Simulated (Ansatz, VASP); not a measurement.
**SiC: VASP beside Ansatz**

File INCAR:

```
  PREC = Accurate
  ENCUT = 520
  EDIFF = 1E-6
  ISMEAR = 0
  SIGMA = 0.1
  LREAL = False
  LASPH = True
  NELM = 150
  ALGO = Normal
  ISIF = 2
  LWAVE = False
  LCHARG = True
  ISPIN = 2
  MAGMOM = 0 1
  LORBIT = 11
  GGA = PE
  LELF = True
  LVHAR = True
  NBANDS = 15
```

Contents of KPOINTS:

```
regular mesh
0
Gamma
  6 6 4
```

Contents of POSCAR:

```
SiC
1.0
    2.7366218500      0.0000000000      0.0000000000
   -1.3683109300      2.3699840400      0.0000000000
    0.0000000000      0.0000000000      4.3187220500
Si C
1 1
Direct
    0.3333333300      0.6666666700      0.5000000000
    0.6666666700      0.3333333300      0.0000000000
```

Input for Ansatz:

```yaml
crystal:
  lattice:
    - [2.73662185, 0.0, 0.0]
    - [-1.36831093, 2.36998404, 0.0]
    - [0.0, 0.0, 4.31872205]
  atoms:
    - { symbol: Si, position: [0.33333333, 0.66666667, 0.5] }
    - { symbol: C, position: [0.66666667, 0.33333333, 0.0], spin: 1.0 }
basis:
  ecutwfc: 420
kpoints:
  mp_grid: { grid: [6, 6, 4] }
hamiltonian:
  xc: pbe
scf:
  occupations: { method: gaussian, width: 0.1 }
  lower_state_search: "off"
output:
  forces: true
  stress: true
  eigenvalues: true
  populations: true
magnetization:
  spin_polarized: true
```

Alike in both runs: task single point; functional PBE; k mesh 6 × 6 × 4; occupations gaussian, width 0.1 eV; collinear spin.

```csv
,VASP,Ansatz
version,VASP 6.6.1,Ansatz 0.2.0
potentials or method,"VASP PAW PBE potentials, release 64 (Si, C)","scalar-relativistic, plane waves, PAW"
plane-wave cutoff (eV),520,420
valence electrons in the cell,8,8
```

Ansatz gave:

| Item | Value |
| --- | --- |
| gap on the k mesh at the Fermi level (eV) | none |
| pressure (GPa) | -21.1 |
| largest component of the traceless stress (GPa) | 11.52 |
| net moment per atom (μB) | 0.00 |

Task: What did VASP give for the same quantities?

Result: gap on the k mesh at the Fermi level (eV): none; pressure (GPa): -21.1; largest component of the traceless stress (GPa): 11.50; net moment per atom (μB): 0.00.

A gap of «none» marks a metal or a gap that the smearing closes. The functional is the same, so the differences come from potentials, cutoffs and numerics. Ansatz warned: «filled_band_counts_differ_across_k_points».

Caveats: the k mesh is coarse (spacing up to 0.44 Å⁻¹), so the values aren't converged; so large a pressure means that the cell lies far from this level's equilibrium, or that cutoff or potentials fall short (VASP).
